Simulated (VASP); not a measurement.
# Pb: convergence, partial densities around the Fermi level

Pb, Fm-3m (no. 225), 1 atom in the cell. LDA, partial densities in energy windows; PAW potentials Pb_d (LDA set). VASP 6.6.1.

Wanted: electrons in the windows within 5 %; shares of the elements in the window within 0.02.

POSCAR:
```
Pb
1.0
    0.0000000000      2.4750200000      2.4750200000
    2.4750200000      0.0000000000      2.4750200000
    2.4750200000      2.4750200000      0.0000000000
Pb
1
Direct
    0.0000000000      0.0000000000      0.0000000000
```

The series start from k mesh: 9 × 9 × 9; Cutoff ENCUT (eV): 500; Smearing SIGMA (eV): 0.05; PREC: Accurate. Each series keeps the choices made before it, and each single choice may use up half of a tolerance. Times cover all steps of a run.

## k mesh

| k mesh | Electrons in the windows, largest deviation against the largest value | Shares of the elements in the window, largest deviation | Time (s) |
|---|---|---|---|
| 5 × 5 × 5 | 38 % | 0.000 | 6.2 |
| 7 × 7 × 7 | 6.7 % | 0.000 | 7.7 |
| 9 × 9 × 9 | 12 % | 0.000 | 9.4 |
| 13 × 13 × 13 | 3.8 % | 0.000 | 16 |
| 16 × 16 × 16 | 5.7 % | 0.000 | 25 |
| 20 × 20 × 20 (reference) | 0 % | 0.000 | 34 |

Chosen: 20 × 20 × 20; the next looser run is off by more than half of the tolerance, so convergence isn't shown beyond this value.

## Cutoff ENCUT (eV)

| Cutoff ENCUT (eV) | Electrons in the windows, largest deviation against the largest value | Shares of the elements in the window, largest deviation | Time (s) |
|---|---|---|---|
| 250 | 0 % | 0.000 | 14 |
| 300 | 0 % | 0.000 | 16 |
| 350 | 0 % | 0.000 | 16 |
| 400 | 0 % | 0.000 | 16 |
| 500 | 0 % | 0.000 | 34 |
| 600 | 0 % | 0.000 | 34 |
| 750 (reference) | 0 % | 0.000 | 34 |

Chosen: 250, the loosest value from which every tighter one stays within half of the tolerance.

## Smearing SIGMA (eV)

| Smearing SIGMA (eV) | Electrons in the windows, largest deviation against the largest value | Shares of the elements in the window, largest deviation | Time (s) |
|---|---|---|---|
| 0.3 | 0.95 % | 0.000 | 13 |
| 0.2 | 0.48 % | 0.000 | 13 |
| 0.1 | 0 % | 0.000 | 12 |
| 0.05 | 0 % | 0.000 | 14 |
| 0.02 (reference) | 0 % | 0.000 | 15 |

Chosen: 0.3.

## PREC

| PREC | Electrons in the windows, largest deviation against the largest value | Shares of the elements in the window, largest deviation | Time (s) |
|---|---|---|---|
| Accurate | 0 % | 0.000 | 13 |
| Normal | 0 % | 0.000 | 7.7 |
| Single | 0 % | 0.000 | 11 |

Chosen: Normal, the fastest of those that stay within half of the tolerance.

## All choices together

| Input | Electrons in the windows, largest deviation against the largest value | Shares of the elements in the window, largest deviation | Time (s) |
|---|---|---|---|
| program defaults, k points 0.5 per Å apart (naive) | 38 % | 0.000 | 3.7 |
| chosen settings | 0.95 % | 0.000 | 7.7 |
| reference settings throughout | 0 % | 0.000 | 30 |

The chosen settings stay within the tolerance of the reference run, but the reference itself isn't shown to be converged in: k mesh.

Values of the reference run: Electrons in the windows: 0.2415, 0.4745, 0.53, 1.262 electrons a cell; Shares of the elements in the window: 1, 1, 1, 1.

## The input

INCAR.step1:
```
SYSTEM = Pb
  PREC = Normal
  ENCUT = 250
  EDIFF = 1E-6
  ISMEAR = 0
  SIGMA = 0.3
  LASPH = .TRUE.
  LREAL = .FALSE.
  ALGO = Normal
  NELM = 120
  LWAVE = .TRUE.
  LCHARG = .FALSE.
  NBANDS = 17
  KPAR = 2
  GGA = CA
```

INCAR.step2, as INCAR.step1 but for:
```
- LWAVE = .TRUE.
- KPAR = 2
+ ISTART = 1
+ LWAVE = .FALSE.
+ LPARD = .TRUE.
+ NBMOD = -3
+ EINT = -0.25 0.25
```

INCAR.step3, as INCAR.step2 but for:
```
- EINT = -0.25 0.25
+ EINT = -1 0
```

INCAR.step4 to INCAR.step5 change the same tag again: EINT = 0 1, -3 -1.

KPOINTS:
```
Automatic mesh
0
Gamma
  20 20 20
  0 0 0
```

Commands (each step's output is kept before the next begins):
```
cat potpaw_LDA.64/Pb_d/POTCAR > POTCAR
cp INCAR.step1 INCAR
mpirun -np 2 vasp_std > vasp.out
cp INCAR.step2 INCAR
mpirun -np 1 vasp_std > vasp.out
cp INCAR.step3 INCAR
mpirun -np 1 vasp_std > vasp.out
cp INCAR.step4 INCAR
mpirun -np 1 vasp_std > vasp.out
cp INCAR.step5 INCAR
mpirun -np 1 vasp_std > vasp.out
```

The chosen input took VASP 6.6.1 7.7 s on 2 cores (Intel Xeon 6975P-C (Granite Rapids)), a shared host.

## An input that fails: no bands or window named, so no partial file is written

It stopped.

Changes against the starting input:
```
(step 2)
- NBMOD = -3
- EINT = -0.25 0.25
```
